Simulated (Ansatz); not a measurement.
Starting cell, BeO (wurtzite):

```xyz
4
Lattice="2.6905 0.0000 0.0000 -1.3452 2.3300 0.0000 0.0000 0.0000 4.3699" Properties=species:S:1:pos:R:3 pbc="T T T"
Be     1.3452     0.7767     0.0063
Be     0.0000     1.5534     2.1913
O      1.3452     0.7767     2.7257
O      0.0000     1.5534     0.5408
```

In each cell atom 3 (O, nearest neighbour Be at 1.643 Å; its periodic images, 2.7 Å or more away, move with it) moves by s·(-0.819, 0.473, -0.325) (towards the nearest neighbour), the rest being held.

The numbers are results of r2SCAN (plane waves to 500 eV, PAW, scalar-relativistic; Ansatz, a quantum-chemistry and plane-wave program), not measurements. k mesh 11×11×6 (Γ-centred), Fermi-Dirac smearing 0.05 eV. Left out: 1 of 11 points, with atoms too close for the PAW data. F∥ is the force on the atom along that direction. BeO was relaxed with its symmetry unable to fall. 

```tsv
s (Å)	F∥ (eV/Å)
-0.490	2.097
-0.392	2.117
-0.294	2.009
-0.196	1.690
-0.098	1.061
0.000	0.000
0.098	-1.668
0.196	-4.225
0.294	-8.170
0.392	-14.374
```

Problem. What is the force constant k = d²E/ds² of this move at s = 0?

Solution. 13.5 eV/Å². The forces along the line at the two nearest points give (1.061 − (-1.668)) / (2·0.098) = 13.92 eV/Å²; the next pair corrects for the finite step.

(A displaced cell: forces are minus the slopes of the energy, force constants its curvatures, and phonons follow from these.)
